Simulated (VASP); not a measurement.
**How uniaxial stress along [001] changes BAs (F-43m)**

Wanted: the response of BAs to uniaxial stress along [001], as a table, with a fit that predicts a row left out.

Calculated with VASP 6.6.1; LDA; plane waves and PAW (B, As), in the first sound run; inputs show where later runs differ.

### Step 1. Set-up

Symmetry: F-43m, No. 216, cubic system. Conventional cell: a = 4.777 Å, b = 4.777 Å, c = 4.777 Å, α = 90.00°, β = 90.00°, γ = 90.00°. B has 4 As at 2.07 Å nearest. As has 4 B at 2.07 Å nearest. Farther neighbours are not listed.

### Step 2. Relax the crystal, LDA

The series starts from the cell that this level prefers, so that zero strain is near zero stress.

This step took 2 runs in a row; the last is shown.

Level: LDA; plane waves and PAW (B, As).

File INCAR:

```
SYSTEM = BAs
PREC = Accurate
ENCUT = 480
EDIFF = 1E-07
NELM = 120
ISMEAR = 0
SIGMA = 0.02
LREAL = .FALSE.
ALGO = Normal
GGA = CA
NBANDS = 10
LASPH = .TRUE.
LORBIT = 11
LWAVE = .FALSE.
LCHARG = .FALSE.
KPAR = 16
IBRION = 2
NSW = 40
ISIF = 3
EDIFFG = -0.005
POTIM = 0.4
```

File POSCAR:

```
BAs
1.0
    0.0000000000      2.3711864423      2.3711864423
    2.3711864423      0.0000000000      2.3711864423
    2.3711864423      2.3711864423      0.0000000000
B As
1 1
Direct
    0.0000000000      0.0000000000      0.0000000000
    0.2500000000      0.2500000000      0.2500000000
```

File KPOINTS:

```
Automatic mesh
0
Gamma
11 11 11
0 0 0
```

The projector-augmented-wave data sets are B and As (LDA family, release 64).

Started as:

```bash
mpirun -np 16 vasp_std
```

The log of the run:

```text
[banner, memory and clock lines left out]
running   16 mpi-ranks, on    1 nodes
[...]
|                                                                             |
|           W    W    AA    RRRRR   N    N  II  N    N   GGGG   !!!           |
|           W    W   A  A   R    R  NN   N  II  NN   N  G    G  !!!           |
|           W    W  A    A  R    R  N N  N  II  N N  N  G       !!!           |
|           W WW W  AAAAAA  RRRRR   N  N N  II  N  N N  G  GGG   !            |
|           WW  WW  A    A  R   R   N   NN  II  N   NN  G    G                |
|           W    W  A    A  R    R  N    N  II  N    N   GGGG   !!!           |
|                                                                             |
|     For optimal performance we recommend to set                             |
|       NCORE = 2 up to number-of-cores-per-socket                            |
|     NCORE specifies how many cores store one orbital (NPAR=cpu/NCORE).      |
|     This setting can greatly improve the performance of VASP for DFT.       |
[...]
|     Unfortunately you need to use the default for GW and RPA                |
|     calculations (for HF NCORE is supported but not extensively tested      |
|     yet).                                                                   |
|                                                                             |

 LDA part: xc-table for (Slater(with rela. corr.)+CA(PZ))
 , standard interpolation
 POSCAR, INCAR and KPOINTS ok, starting setup
[...]
entering main loop
       N       E                     dE             d eps       ncg     rms          rms(c)
DAV:   1     0.116236973692E+02    0.11624E+02   -0.37856E+03  1120   0.671E+02
DAV:   2    -0.129845126785E+02   -0.24608E+02   -0.23448E+02  1546   0.106E+02
DAV:   3    -0.136938673852E+02   -0.70935E+00   -0.70778E+00  1340   0.180E+01
DAV:   4    -0.136959049849E+02   -0.20376E-02   -0.20375E-02  1350   0.105E+00
[...]
DAV:  11    -0.129262887899E+02   -0.13916E-05   -0.16086E-06  1362   0.929E-03    0.130E-02
DAV:  12    -0.129262886184E+02    0.17144E-06   -0.80753E-07  1244   0.399E-03    0.292E-03
DAV:  13    -0.129262886225E+02   -0.40383E-08   -0.29093E-08   710   0.126E-03
   1 F= -.12926289E+02 E0= -.12926289E+02  d E =-.129263E+02
[...]
reached required accuracy - stopping structural energy minimisation
```

Elapsed: 1.8 s, on 16 MPI ranks of Intel Xeon 6975P-C (Granite Rapids), shared host; peak memory 2.1 GiB.

The logs omit lines about the potential files and the build; timing stands in the text.

OUTCAR, selected parts (step 2):

```text
  Total        0.0001635      0.0001635      0.0001635      0.0000000      0.0000000      0.0000000
  in kB        0.0098260      0.0098260      0.0098260      0.0000000      0.0000000      0.0000000
  external PRESSURE =       0.0098260 kB  Pullay stress =       0.0000000 kB

 POSITION                                       TOTAL-FORCE (eV/Angst)
 -----------------------------------------------------------------------------------
      0.00000      0.00000      0.00000        -0.000000     -0.000000     -0.000000
      1.18559      1.18559      1.18559         0.000000      0.000000      0.000000
 -----------------------------------------------------------------------------------
    total drift:                                0.000000      0.000000      0.000000

  FREE ENERGIE OF THE ION-ELECTRON SYSTEM (eV)
  ---------------------------------------------------
  free  energy   TOTEN  =       -12.9262886225 eV

  energy  without entropy=      -12.9262886225  energy(sigma->0) =      -12.92628862

 reached required accuracy - stopping structural energy minimisation

[... 3 further parts left out ...]
[key lines of the parts left out:]
E-fermi :   6.5873
```

Numbers from this step:

```
energy(sigma→0) of the program : -12.9263 eV
stress, compression positive   : xx, yy, zz 0.00, 0.00, 0.00 GPa
volume                         : 26.664 Å³
ionic steps                    : 1
```

### Step 3. Strain across the axis, LDA

One member in full: the axis is strained by 1.5 %, and the two directions across it are strained alike until their mean stress is under 0.012 GPa or five steps are spent.

This step took 3 runs, each at a new trial strain with the atoms of the one before; the last is shown.

Level: LDA; plane waves and PAW (B, As); cell typed or built by script.

Edit INCAR of step 2 so:

```diff
@@ -15,7 +15,7 @@
 LCHARG = .FALSE.
-KPAR = 16
-IBRION = 2
-NSW = 40
-ISIF = 3
-EDIFFG = -0.005
-POTIM = 0.4
+KPAR = 4
+IBRION = 1
+NSW = 25
+ISIF = 2
+EDIFFG = -0.004
+POTIM = 0.3
```

File POSCAR:

```
BAs
1.0
    0.0000000000      2.3640667900      2.4067542390
    2.3640667900      0.0000000000      2.4067542390
    2.3640667900      2.3640667900      0.0000000000
B As
1 1
Direct
    0.0000000000      0.0000000000      0.0000000000
    0.2500000000      0.2500000000      0.2500000000
```

KPOINTS is that of step 2.

Started as:

```bash
mpirun -np 4 vasp_std
```

The log of the run:

```text
[banner, memory and clock lines left out]
running    4 mpi-ranks, on    1 nodes
[...]
LDA part: xc-table for (Slater(with rela. corr.)+CA(PZ))
 , standard interpolation
 POSCAR, INCAR and KPOINTS ok, starting setup
[...]
entering main loop
       N       E                     dE             d eps       ncg     rms          rms(c)
DAV:   1     0.105041750947E+02    0.10504E+02   -0.36647E+03  2520   0.660E+02
DAV:   2    -0.130220019711E+02   -0.23526E+02   -0.22565E+02  3488   0.105E+02
DAV:   3    -0.136693022883E+02   -0.64730E+00   -0.64575E+00  3004   0.171E+01
DAV:   4    -0.136712407777E+02   -0.19385E-02   -0.19383E-02  3044   0.991E-01
[...]
DAV:  11    -0.129215473704E+02   -0.13979E-05   -0.15720E-06  3042   0.930E-03    0.128E-02
DAV:  12    -0.129215471980E+02    0.17240E-06   -0.83467E-07  2784   0.402E-03    0.283E-03
DAV:  13    -0.129215472019E+02   -0.38847E-08   -0.29714E-08  1592   0.128E-03
   1 F= -.12921547E+02 E0= -.12921547E+02  d E =-.129215E+02
 BRION: g(F)=  0.113E-47 g(S)=  0.000E+00
 reached required accuracy - stopping structural energy minimisation
```

Elapsed: 3.7 s, on 4 MPI ranks; peak memory 0.56 GiB.

Parts of OUTCAR (step 3):

```text
  Total       -0.0001720     -0.0001720     -0.6479120      0.0000000     -0.0000000     -0.0000000
  in kB       -0.0102463     -0.0102463    -38.5873864      0.0000000     -0.0000000     -0.0000000
  external PRESSURE =     -12.8692930 kB  Pullay stress =       0.0000000 kB

 POSITION                                       TOTAL-FORCE (eV/Angst)
 -----------------------------------------------------------------------------------
      0.00000      0.00000      0.00000        -0.000000     -0.000000      0.000000
      1.18203      1.18203      1.20338         0.000000      0.000000     -0.000000
 -----------------------------------------------------------------------------------
    total drift:                                0.000000      0.000000      0.000000

  FREE ENERGIE OF THE ION-ELECTRON SYSTEM (eV)
  ---------------------------------------------------
  free  energy   TOTEN  =       -12.9215472019 eV

  energy  without entropy=      -12.9215472019  energy(sigma->0) =      -12.92154720

[... 1 part as in an earlier step ...]

[... 3 further parts left out ...]
[key lines of the parts left out:]
E-fermi :   6.4472
```

Read from the output:

- energy(sigma→0) of the program: -12.9215 eV
- stress, compression positive: xx, yy, zz 0.00, 0.00, -3.86 GPa
- ionic steps: 1

### Step 4. Band edges, HSE06

Short lines in KPOINTS_OPT sample the zone centre along and across the axis, for masses, and the other valleys.

Level: HSE06; plane waves and PAW (B, As); cell typed or built by script.

File INCAR:

```
SYSTEM = BAs
PREC = Accurate
ENCUT = 480
EDIFF = 1E-06
NELM = 100
ISMEAR = 0
SIGMA = 0.02
LREAL = .FALSE.
ALGO = Normal
LHFCALC = .TRUE.
AEXX = 0.25
GGA = PE
HFSCREEN = 0.2
LASPH = .TRUE.
NBANDS = 9
PRECFOCK = Fast
LWAVE = .FALSE.
LCHARG = .FALSE.
KPAR = 4
```

POSCAR is that of step 3.

File KPOINTS:

```
Automatic mesh
0
Gamma
6 6 6
0 0 0
```

File KPOINTS_OPT:

```
Line mode
6
Line-mode
Reciprocal
  0.00000000   0.00000000   0.00000000
  0.01915234   0.01915234   0.00000000

  0.00000000   0.00000000   0.00000000
  0.00000000  -0.01881265  -0.01881265

  0.31000000   0.31000000   0.00000000
  0.50000000   0.50000000   0.00000000

  0.00000000   0.31000000   0.31000000
  0.00000000   0.50000000   0.50000000

  0.45000000   0.45000000   0.45000000
  0.50000000   0.50000000   0.50000000

  0.45000000   0.00000000   0.00000000
  0.50000000   0.00000000   0.00000000

  0.42500000   0.42500000   0.00000000
  0.42500000   0.44381265   0.01881265

  0.50000000   0.50000000   0.50000000
  0.48669745   0.51330255   0.50000000
```

Started as:

```bash
mpirun -np 4 vasp_std
```

The log of the run:

```text
[banner, memory and clock lines left out]
running    4 mpi-ranks, on    1 nodes
[...]
|                                                                             |
|               ----> ADVICE to this user running VASP <----                  |
|                                                                             |
|     You enforced a specific xc type in the INCAR file but a different       |
|     [... a line on the potential file left out ...]
|     I HOPE YOU KNOW WHAT YOU ARE DOING!                                     |
|                                                                             |

 LDA part: xc-table for (Slater+PW92), standard interpolation
 found WAVECAR, reading the header
 POSCAR, INCAR and KPOINTS ok, starting setup
[...]
reading WAVECAR
 the WAVECAR file was read successfully
 initial charge from wavefunction
 entering main loop
       N       E                     dE             d eps       ncg     rms          rms(c)
DAV:   1    -0.133561381017E+02   -0.13356E+02   -0.78333E-01   557   0.733E+00    0.287E+00
DAV:   2    -0.133592784044E+02   -0.31403E-02   -0.78424E-03   618   0.712E-01    0.185E+00
DAV:   3    -0.133578874397E+02    0.13910E-02   -0.11430E-03   660   0.194E-01    0.106E+00
DAV:   4    -0.133574717637E+02    0.41568E-03   -0.34631E-04   567   0.111E-01    0.585E-01
DAV:   5    -0.133573350377E+02    0.13673E-03   -0.60422E-05   599   0.604E-02    0.328E-01
DAV:   6    -0.133572894994E+02    0.45538E-04   -0.18109E-05   686   0.365E-02    0.185E-01
DAV:   7    -0.133572757306E+02    0.13769E-04   -0.62648E-06   642   0.215E-02    0.104E-01
DAV:   8    -0.133572719545E+02    0.37761E-05   -0.19706E-06   545   0.123E-02    0.585E-02
DAV:   9    -0.133572712618E+02    0.69273E-06   -0.64976E-07   275   0.697E-03
   1 F= -.13357271E+02 E0= -.13357271E+02  d E =-.205035E-21
 Start KPOINTS_OPT (optional k-point list driver)
k-point batch [1-30\48]
       N       E                     dE             ncg
DAV:   1     0.880141336832E+03   -0.50297E+04      548
DAV:   2     0.771582145618E+02   -0.80298E+03      810
DAV:   3     0.152456173770E+02   -0.61913E+02      643
DAV:   4     0.148202064433E+02   -0.42541E+00      642
DAV:   5     0.148146119649E+02   -0.55945E-02      612
DAV:   6     0.148145891710E+02   -0.22794E-04      621
DAV:   7     0.148145890587E+02   -0.11234E-06      535
k-point batch [31-48\48]
       N       E                     dE             ncg
DAV:   1     0.385441812590E+04   -0.47786E+04      324
DAV:   2     0.338422497093E+04   -0.47019E+03      454
DAV:   3     0.335842621342E+04   -0.25799E+02      382
DAV:   4     0.335824955099E+04   -0.17666E+00      378
DAV:   5     0.335824796979E+04   -0.15812E-02      395
DAV:   6     0.335824796547E+04   -0.43188E-05      372
DAV:   7     0.335824796545E+04   -0.18401E-07      411
```

It took 80 s on 4 MPI ranks; peak memory 1 GiB; 4.4 min of CPU time.

From OUTCAR (step 4):

```text
  LATTYP: Found a body centered tetragonal cell.
 ALAT       =     3.3432953168
 C/A-ratio  =     1.4397497146

 Subroutine GETGRP returns: Found  8 space group operations
 (whereof  8 operations were pure point group operations)

The static configuration has the point symmetry D_2d.

 Found     30 irreducible k-points:

   k-points           NKPTS =     30   k-points in BZ     NKDIM =    216   number of bands    NBANDS=      9

   dimension x,y,z NGX =    24 NGY =   24 NGZ =   24
   dimension x,y,z NGXF=    48 NGYF=   48 NGZF=   48

   ENCUT  =  480.0 eV  35.28 Ry    5.94 a.u.   6.03  6.03  5.97*2*pi/ulx,y,z

   NELECT =       8.0000    total number of electrons

  exchange ACFDT corr.  =         0.00000000  see jH, gK, PRB 81, 115126

 E-fermi :   6.3279

 k-point     1 :       0.0000    0.0000    0.0000
  band No.  band energies     occupation
      1     -10.9464      2.00000
      2       6.0119      2.00000
      3       6.2002      2.00000
      4       6.2002      2.00000
      5      10.2497      0.00000
      6      10.2497      0.00000
      7      10.3669      0.00000
      8      12.1772      0.00000
      9      16.8482      0.00000

 k-point     2 :       0.1667   -0.0000    0.0000
  band No.  band energies     occupation
      1     -10.4412      2.00000
      2       2.9234      2.00000
      3       5.3287      2.00000
      4       5.4830      2.00000
      5      10.3912      0.00000
      6      11.2284      0.00000
      7      11.2772      0.00000
      8      14.1262      0.00000
      9      18.2656      0.00000

 POSITION                                       TOTAL-FORCE (eV/Angst)
 -----------------------------------------------------------------------------------
      0.00000      0.00000      0.00000         0.000000     -0.000000      0.000000
      1.18203      1.18203      1.20338         0.000000      0.000000      0.000000
 -----------------------------------------------------------------------------------
    total drift:                                0.000000      0.000000      0.000001

  FREE ENERGIE OF THE ION-ELECTRON SYSTEM (eV)
  ---------------------------------------------------
  free  energy   TOTEN  =       -13.3572712618 eV

  energy  without entropy=      -13.3572712618  energy(sigma->0) =      -13.35727126

[... 1 part as in an earlier step ...]

[... 7 further parts left out ...]
```

Numbers from this step:

* energy(sigma→0) of the program: -13.3573 eV

(Part 1 of 2 ends here.)

[Lines on the potential files, build, host, timing and source positions are cut from VASP's logs without a mark.]

[Logs are printed without paths, hosts, clocks, repeated set-up lines and the standing remarks that a program may print on its own settings, such as how far it seeks lower states.]

[Hosts, paths, dates, database ids (printed as entryN), source tags and the programs' standing remarks are cut or masked in the printed files.]

[In band tables of VASP the shares of atoms and orbitals are scaled to a sum of 1 inside the atoms' spheres.]
